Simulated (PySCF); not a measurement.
**Core-level binding energies of cyclobutene**

Species: cyclobutene, C₄H₆.
Atom-mapped SMILES: `[CH:1]1=[CH:2][CH2:3][CH2:4]1`

Computed, not measured: PySCF, delta-SCF UKS SCAN, pcX-2 on the ionised atom, pcseg-1 elsewhere, spin-free X2C. These are vertical core ionisation energies against the vacuum level, from separate self-consistent calculations with and without the core hole.

Question: Give the core binding energies atom by atom.

Answer: 
```json
{"atom(s)": "C1/C2", "environment": "alkene CH carbon", "level": "C 1s", "binding energy (eV)": "290.25", "above the level's lowest (eV)": "0.00", "count": "2"}
{"atom(s)": "C3/C4", "environment": "allylic carbon", "level": "C 1s", "binding energy (eV)": "290.71", "above the level's lowest (eV)": "+0.46", "count": "2"}
```

Lowest listed C 1s: C1/C2, bonded to C (double bond), C and H. Highest, 0.46 eV above it: C3/C4, bonded to 2 C and 2 H. Summing the Pauling electronegativity differences to the bonded atoms, each weighted by its formal bond order, gives -0.35 for the lowest site and -0.70 for the highest; the largest sum, -0.35, belongs to C1/C2, 0.46 eV below the top. The smallest sum, -0.70, belongs to C3/C4, 0.46 eV above the lowest.

Question: Give the binding energy of C 1s of C1/C2 in hartree and in kJ/mol.

Answer: 290.25 eV = 10.6665 Eh = 28005 kJ/mol.

Question: What is the longest wavelength that can ionise C 1s of C1/C2 vertically?

Answer: λ = hc/E = 12398.42 eV Å / 290.25 eV = 42.716 Å.

Atoms equivalent by their bonding share one computed value, that of the first of them. Isolated species at its PBE0-D3(BJ)/def2-SVP geometry, gas phase.
